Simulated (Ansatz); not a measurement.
# Cu2O (Pn-3m): comparison of functionals at one structure in Python

A script is to give a comparison of functionals at one structure; the system is Cu2O (Pn-3m).

The COD entry's cell or inner coordinates are ideal or old and differ from later refinements, so a difference from it is no clean test against experiment.

Computed with the Python package of Ansatz 0.2.0. The levels of theory stand in the script.

## (1) The system

Symmetry: Pn-3m, No. 224, cubic system. The conventional cell has a = 4.260 Å, b = 4.260 Å, c = 4.260 Å, α = 90.00°, β = 90.00°, γ = 90.00°. Cu (site symmetry -3m) is surrounded by 2 O at 1.84 Å. Around O (site symmetry -43m) lie 4 Cu at 1.84 Å.

The script holds or builds the structure itself.

## (2) The code

Contents of xc_cu2o.py:

```python
import logging
import sys
import warnings

import ansatz as az

logging.basicConfig(stream=sys.stdout, format="[%(levelname)s] %(message)s")
log = logging.getLogger("ansatz_job")
log.setLevel(logging.INFO)

warnings.simplefilter("ignore", az.DeckWarning)

crystal = (
    az.Lattice.from_parameters(4.26, 4.26, 4.26, alpha=90.0, beta=90.0, gamma=90.0)
    .atom("Cu", (0.25, 0.25, 0.25))
    .atom("Cu", (0.25, 0.75, 0.75))
    .atom("Cu", (0.75, 0.75, 0.25))
    .atom("Cu", (0.75, 0.25, 0.75))
    .atom("O", (0.0, 0.0, 0.0))
    .atom("O", (0.5, 0.5, 0.5))
)

job = (
    crystal.calculation()
    .basis(420)
    .kpoints(6, center="gamma")
    .occupations("Fixed")
    .stress()
)

rows = []
for value in ["rpbe", "pbe", "pbesol"]:
    rep = job.functional(value).run().report
    rows.append((value, rep["free_energy_ev"] / len(rep["lattice"]["sites"]), rep["n_iterations"], sum(rep["stress_gpa"][i][i] for i in range(3)) / 3, rep["n_kpoints"]))

log.info("  functional   F/atom (eV)    iterations       P (GPa)      k-points")
for row in rows:
    log.info(f"{str(row[0]):>12s}  {row[1]:12.5f}  {row[2]:12d}  {row[3]:12.3f}  {row[4]:12d}")
```

## (3) The calls as engine input

The engine receives this input (first run):

```yaml
crystal:
  lattice:
    a: 4.26
    b: 4.26
    c: 4.26
    alpha: 90.0
    beta: 90.0
    gamma: 90.0
  atoms:
    - { symbol: Cu, position: [0.25, 0.25, 0.25] }
    - { symbol: Cu, position: [0.25, 0.75, 0.75] }
    - { symbol: Cu, position: [0.75, 0.75, 0.25] }
    - { symbol: Cu, position: [0.75, 0.25, 0.75] }
    - { symbol: O, position: [0.0, 0.0, 0.0] }
    - { symbol: O, position: [0.5, 0.5, 0.5] }
basis:
  ecutwfc: 420.0
kpoints:
  mp_grid:
    grid: [6, 6, 6]
    shift: [0.0, 0.0, 0.0]
hamiltonian:
  xc: rpbe
scf:
  occupations:
    method: fixed
output:
  stress: true
```

## (4) Launch

The run is started by

```
python xc_cu2o.py
```

Log:

```text
[INFO]   functional   F/atom (eV)    iterations       P (GPa)      k-points
[INFO]         rpbe   -4609.54371             8         7.560            20
[INFO]          pbe   -4605.49498             8         3.218            20
[INFO]       pbesol   -4578.98716             8        -3.250            20
```

It took 12 s on 1 thread of Arm Neoverse V2, shared host; peak memory 0.41 GiB.

## (5) What changed from run to run

The engine's inputs for the other runs:

Run 2, against run 1:

```diff
@@ -23 +23 @@
-  xc: rpbe
+  xc: pbe
```

Run 3, against run 1:

```diff
@@ -23 +23 @@
-  xc: rpbe
+  xc: pbesol
```

## (6) The runs side by side

From the records of these 3 runs:

| run | functional | energy (eV/atom) | pressure (GPa) | gap on the mesh (eV) | SCF cycles | CPU time (s) |
| --- | --- | --- | --- | --- | --- | --- |
| 1 | rpbe | -4609.5437 | 7.56 | 0.54 | 8 | 4.1 |
| 2 | pbe | -4605.4950 | 3.22 | 0.53 | 8 | 3.6 |
| 3 | pbesol | -4578.9872 | -3.25 | 0.50 | 8 | 3.8 |

Totals under unlike functionals or potentials can't be compared directly.

## (7) Outcome

| quantity | value |
| --- | --- |
| runs compared | 3 |
| pressure at this cell | -3.2 (pbesol) to 7.6 GPa (rpbe) |

What this shows: From lowest to highest: PBEsol (-3.2 GPa), PBE (3.2 GPa) and RPBE (7.6 GPa). At a fixed cell a lower pressure usually means a smaller equilibrium volume, so PBEsol prefers the smallest cell and RPBE the largest. Gaps by band count in the reports: RPBE 0.54 eV, PBE 0.53 eV and PBEsol 0.50 eV. The run is spin-unpolarised. Of the deposited cell: the entry's cell lengths or inner coordinates differ somewhat from later room-temperature determinations. Pressure is positive in compression. Without a Hubbard U or exact exchange, semilocal functionals often make such 3d compounds metallic or too weakly gapped. Total energies of different functionals can't be compared; pressures, moments and gaps at this one structure can.
